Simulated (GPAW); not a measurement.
# GaAs (F-43m) in GPAW: single point with LDA

Aim: the single point of GaAs with LDA.

All numbers are computed with GPAW 26.7.0; they aren't measurements. Logs are shortened: lines on timing, memory, paths and dates and some standing lists are left out, and cuts for length are marked. The log counts tension as positive stress, the text compression.

**Experimental background.**

From “Evidence of valence band perturbations in GaAsN/GaAs(001): A combined variable-angle spectroscopic ellipsometry and modulated photoreflectance investigation”, 2008, arxiv:0805.2212, for a bulk crystal of GaAs at 300 K: band gap 1.418 ± 0.005 eV (direct).

The results are compared with them further down.

## (1) The crystal as given

It takes space group F-43m (No. 216, cubic). The conventional cell has a = 5.654 Å, b = 5.654 Å, c = 5.654 Å, α = 90.00°, β = 90.00°, γ = 90.00°. As (site symmetry -43m) is surrounded by 4 Ga at 2.45 Å. Around Ga (site symmetry -43m) lie 4 As at 2.45 Å.

## (2) Single point, LDA

Contents of run.py:

```python
from ase import Atoms
from ase.dft.bandgap import bandgap
from ase.io import write
from ase.units import GPa
from gpaw import GPAW, PW

atoms = Atoms(['As', 'Ga'],
              cell=[[0.0, 2.82685, 2.82685],
                    [2.82685, 0.0, 2.82685],
                    [2.82685, 2.82685, 0.0]],
              scaled_positions=[[0.75, 0.75, 0.75],
                                [0.0, 0.0, 0.0]],
              pbc=True)

calc = GPAW(mode=PW(450),
            xc='LDA',
            kpts={'size': (7, 7, 7), 'gamma': True},
            occupations={'name': 'fermi-dirac', 'width': 0.05},
            nbands=11,
            maxiter=120,
            txt='gpaw.txt')
atoms.calc = calc
energy = atoms.get_potential_energy()
forces = atoms.get_forces()
stress = atoms.get_stress()
calc.write('gs.gpw')
write('result.traj', atoms)
print(f'Energy: {energy:.6f} eV')
print('Forces (eV/A):')
print(forces.round(4))
print('Stress (GPa):', (stress / GPa).round(3))
print('Fermi level:', round(calc.get_fermi_level(), 4), 'eV')
print(f'Gap: {bandgap(calc)[0]:.4f} eV, direct: {bandgap(calc, direct=True)[0]:.4f} eV')
```

Potentials or basis: the program's PAW data sets (release 1.2.1) made for this functional, pw.

The run is started by

```console
$ OMP_NUM_THREADS=1 python run.py
```

gpaw.txt:

```text
__  _  _
 | _ |_)|_||  |
 |__||  | ||/\| - 26.7.0

Input parameters:
  mode=PW(ecut=450.00000000000006),
  kpts=MonkhorstPack(size=(7, 7, 7), gamma=True),
  maxiter=120,
  nbands=11,
  occupations=Occupations(name='fermi-dirac', width=0.05),
  xc=XC(name='LDA')

Diagonalizing LCAO Hamiltonian
Converting LCAO to pw mode

                    As

       Ga

Atoms  # Å, Bohr magnetons
|   | symbol |        x |        y |        z |    initial magnetic moments |
|---|--------|----------|----------|----------|-----------------------------|
| 0 |     As | 4.240275 | 4.240275 | 4.240275 | ( 0.0000,  0.0000,  0.0000) |
| 1 |     Ga | 0.000000 | 0.000000 | 0.000000 | ( 0.0000,  0.0000,  0.0000) |

Unit cell  # Å
| periodic |        x |        y |        z |  lengths |    angles |
|----------|----------|----------|----------|----------|-----------|
|      yes | 0.000000 | 2.826850 | 2.826850 | 3.997770 | 60.000000 |
|      yes | 2.826850 | 0.000000 | 2.826850 | 3.997770 | 60.000000 |
|      yes | 2.826850 | 2.826850 | 0.000000 | 3.997770 | 60.000000 |

Number of symmetries: 24
Symmetry operations  # r_c * U_cc + t_c -> r_c
|    | kind |            matrix            |
|----|------|------------------------------|
|  0 |  E   |  1, 0, 0,  0, 1, 0,  0, 0, 1 |
|  1 |  σ   |  1, 0, 0,  0, 0, 1,  0, 1, 0 |
|  2 |  σ   |  1, 0,-1,  0, 1,-1,  0, 0,-1 |
|  3 |  C3  |  1, 0,-1,  0, 0,-1,  0, 1,-1 |
|  4 |  C3  |  1,-1, 0,  0,-1, 1,  0,-1, 0 |
|  5 |  σ   |  1,-1, 0,  0,-1, 0,  0,-1, 1 |
|  6 |  σ   |  0, 1, 0,  1, 0, 0,  0, 0, 1 |
|  7 |  C3  |  0, 1, 0,  0, 0, 1,  1, 0, 0 |
|  8 |  C2  |  0, 1,-1,  1, 0,-1,  0, 0,-1 |
|  9 |  S4  |  0, 1,-1,  0, 0,-1,  1, 0,-1 |
| 10 |  C3  |  0, 0, 1,  1, 0, 0,  0, 1, 0 |
| 11 |  σ   |  0, 0, 1,  0, 1, 0,  1, 0, 0 |
| 12 |  S4  |  0, 0,-1,  1, 0,-1,  0, 1,-1 |
| 13 |  C3  |  0, 0,-1,  0, 1,-1,  1, 0,-1 |
| 14 |  S4  |  0,-1, 1,  1,-1, 0,  0,-1, 0 |
| 15 |  C2  |  0,-1, 1,  0,-1, 0,  1,-1, 0 |
| 16 |  C3  |  0,-1, 0,  1,-1, 0,  0,-1, 1 |
| 17 |  S4  |  0,-1, 0,  0,-1, 1,  1,-1, 0 |
| 18 |  S4  | -1, 1, 0, -1, 0, 1, -1, 0, 0 |
| 19 |  C3  | -1, 1, 0, -1, 0, 0, -1, 0, 1 |
| 20 |  C3  | -1, 0, 1, -1, 1, 0, -1, 0, 0 |
| 21 |  S4  | -1, 0, 1, -1, 0, 0, -1, 1, 0 |
| 22 |  σ   | -1, 0, 0, -1, 1, 0, -1, 0, 1 |
| 23 |  C2  | -1, 0, 0, -1, 0, 1, -1, 1, 0 |

BZ-sampling:
  Number of BZ points: 343
  Number of IBZ points: 20

  Monkhorst-Pack size: [7, 7, 7]
  Monkhorst-Pack shift: [0, 0, 0]

K-points  # in reciprocal-cell coordinates
|     |                                coordinates |     weight |
|-----|--------------------------------------------|------------|
|   0 | (  0.00000000,   0.00000000,   0.00000000) | 0.00291545 |
|   1 | (  0.14285714,   0.14285714,   0.00000000) | 0.01749271 |
|   2 | (  0.14285714,   0.14285714,   0.14285714) | 0.02332362 |
|   3 | (  0.28571429,   0.14285714,   0.14285714) | 0.03498542 |
|   4 | (  0.28571429,   0.28571429,   0.00000000) | 0.01749271 |
|   5 | (  0.28571429,   0.28571429,   0.14285714) | 0.06997085 |
|   6 | (  0.28571429,   0.28571429,   0.28571429) | 0.02332362 |
|   7 | (  0.42857143,  -0.28571429,  -0.28571429) | 0.03498542 |
|   8 | (  0.42857143,   0.28571429,  -0.42857143) | 0.13994169 |
|   9 | (  0.42857143,   0.28571429,  -0.28571429) | 0.06997085 |
| ... |                                            |            |
|  19 | (  0.42857143,   0.42857143,   0.42857143) | 0.02332362 |

Plane wave coefficients: 990
Cutoff: 450.00000000000006 eV

Spin-components: 1 (collinear spins)
Bands:           11
Projectors:      10
Spin-degeneracy: 2
Datatype:        complex128

Parallelization:
  kpt:    1
  domain: 1
  band:   1

Density:
  Valence electrons: 8.0
  Components: 1
  Grid points: [20 20 20]
  Charge: 0.0  # |e|

Potential:
  Grid points: [20 20 20]

species:
  As:
    name:    Arsenic
    Z:       33.0
    valence: 5
    core:    28
    charge:  0.0  # [|e|]
    compensation charges:
      type: gauss
      rc: 0.33  # [Å]
      lmax: 2
    cutoffs:
      filter: 1.87  # [Å]
      core: 2.96  # [Å]
    projectors
    | kind |    occ | energy [eV] | rcut [Å] |
    |------|--------|-------------|----------|
    |   4s |  2.000 |     -14.691 |    1.058 |
    |   4p |  3.000 |      -5.342 |    1.058 |
    |    s |        |      12.520 |    1.058 |
    |    p |        |      21.869 |    1.058 |
    |    d |        |       0.000 |    1.058 |

    Using partial waves for As as LCAO basis

  Ga:
    name:    Gallium
    Z:       31.0
    valence: 3
    core:    28
    charge:  0.0  # [|e|]
    compensation charges:
      type: gauss
      rc: 0.37  # [Å]
      lmax: 2
    cutoffs:
      filter: 2.06  # [Å]
      core: 4.17  # [Å]
    projectors
    | kind |    occ | energy [eV] | rcut [Å] |
    |------|--------|-------------|----------|
    |   4s |  2.000 |      -9.167 |    1.164 |
    |   4p |  1.000 |      -2.734 |    1.164 |
    |    s |        |      18.045 |    1.164 |
    |    p |        |      24.478 |    1.164 |
    |    d |        |       0.000 |    1.164 |

    Using partial waves for Ga as LCAO basis

Reference energy: -114227.963927  # eV

eigensolver:
  PPCG
  Converge bands: occupied
  niter=2

density mixing:
  MSR1-Mixer
  Pratt-step length: 0.05
  Maximum mixing coefficient: 0.75
  Old densities: 10
  SVD Regularization: 0.005
  Good broyden scale: 1.0
  Trust region scale: 1.0
  Backstep threshold: 4.0
  History deletion threshold: 6.0
  Fourier metric: weight=20.0, sigma=0.015

occupation numbers:
  Fermi-Dirac:
    width: 0.0500  # eV

poisson solver:
  ecut: 3600.0000000000005  # eV

xc functional:
  name: None

convergence criteria:
- Maximum [total energy] change in last 3 cyles: 0.0005 eV / valence electron
- Maximum integral of absolute [dens]ity change: 0.0001 electrons / valence electron
- Maximum integral of absolute [eigenst]ate change: 4e-08 eV^2 / valence electron
maximum number of iterations: 120

SCF iterations
|iter     | |      energy | eigst |  dens |
|---------|-|-------------|-------|-------|
|iter:   1| |   -9.741659 | -0.65 |       |
|iter:   2| |   -9.719465 | -3.03 | -0.90 |
|iter:   3| |   -9.604858 | -2.32 | -0.93 |
|iter:   4| |   -9.602770 | -3.82 | -1.55 |
|iter:   5| |   -9.602599c| -4.97 | -2.11 |
|iter:   6| |   -9.602595c| -6.06 | -2.88 |
|iter:   7| |   -9.602595c| -7.76c| -3.62 |
|iter:   8| |   -9.602595c| -7.95c| -4.08c|

Converged in 8 steps
Energy contributions relative to reference atoms: (reference = -114227.963927)

Energy contributions:
  Kinetic:          26.352632
  Coulomb:         -23.520685
  Zero:              0.020433
  External:          0.000000
  Xc:              -12.454914
  Entropy:          -0.000125
  Spinorbit:         0.000000
  ----------------------------
  Free energy:      -9.602657
  Extrapolated:     -9.602595

dipole moment: (-11.033568, -11.033568, -11.033568)  # |e|*Ang

Fermi level: 4.823
Eigenvalues  # (at kpt = [0.000, 0.000, 0.000])
| band index |      eig [eV] | occ [0-2] |
|------------|---------------|-----------|
|          0 |        -8.140 |     2.000 |
|          1 |         4.613 |     1.970 |
|          2 |         4.613 |     1.970 |
|          3 |         4.613 |     1.970 |
|          4 |         4.975 |     0.091 |
|          5 |         8.336 |     0.000 |
|          6 |         8.336 |     0.000 |
|          7 |         8.336 |     0.000 |
|          8 |        12.022 |     0.000 |
|          9 |        14.770 |     0.000 |
|         10 |        14.771 |     0.000 |

Gap: 0.361 eV
Transition (v -> c):
  (s=0, k=0, n=3, [0.00, 0.00, 0.00]) -> (s=0, k=0, n=4, [0.00, 0.00, 0.00])
No difference between direct/indirect transitions

Forces  # eV/Ang
|        x |       y |        z |
|----------|---------|----------|
| -0.00000 | 0.00000 | -0.00000 |  # As   0
|  0.00000 | 0.00000 |  0.00000 |  # Ga   1

Stress tensor  # eV/Ang^3
|         x |        y |         z |
|-----------|----------|-----------|
|  0.005474 | 0.000000 | -0.000000 |
|  0.000000 | 0.005474 |  0.000000 |
| -0.000000 | 0.000000 |  0.005474 |

# Writing to gs.gpw (mode='')
```

Run time: 3.9 s. Hardware: 1 thread of Arm Neoverse V1, shared host; peak memory 0.13 GiB.

What came out:

```
Free energy            : -9.6027 eV
Pressure               : -0.9 GPa
Band gap on the k mesh : 0.36 eV, direct
```

Levels at points of the mesh, in eV from the valence-band top:
```tsv
k point	band 2	band 3	band 4	band 5	band 6	band 7
(0.00, 0.00, 0.00)	0.00	0.00	0.00	0.36	3.72	3.72
```

Caveat: the cutoff is short for stress and forces, so pressures can be off by a GPa or more.

## (3) Against experiment

Step 2. A measured gap of GaAs is 1.418 eV (direct; 300 K; “Evidence of valence band perturbations in GaAsN/GaAs(001): A combined variable-angle spectroscopic ellipsometry and modulated photoreflectance investigation”, 2008, arxiv:0805.2212); the calculated 0.36 eV misses it by -1.06 eV. So large a miss can be the level of theory's own, or it may mean another phase, state or a wrong row. 3 values of this kind are on record (1.412 to 1.51 eV); this one was drawn at random among those near their median, those with a stated uncertainty first. Spin-orbit coupling on As, Ga is left out. The value is that of LDA, without temperature or zero-point motion. Semilocal functionals fall short of measured gaps as a rule.
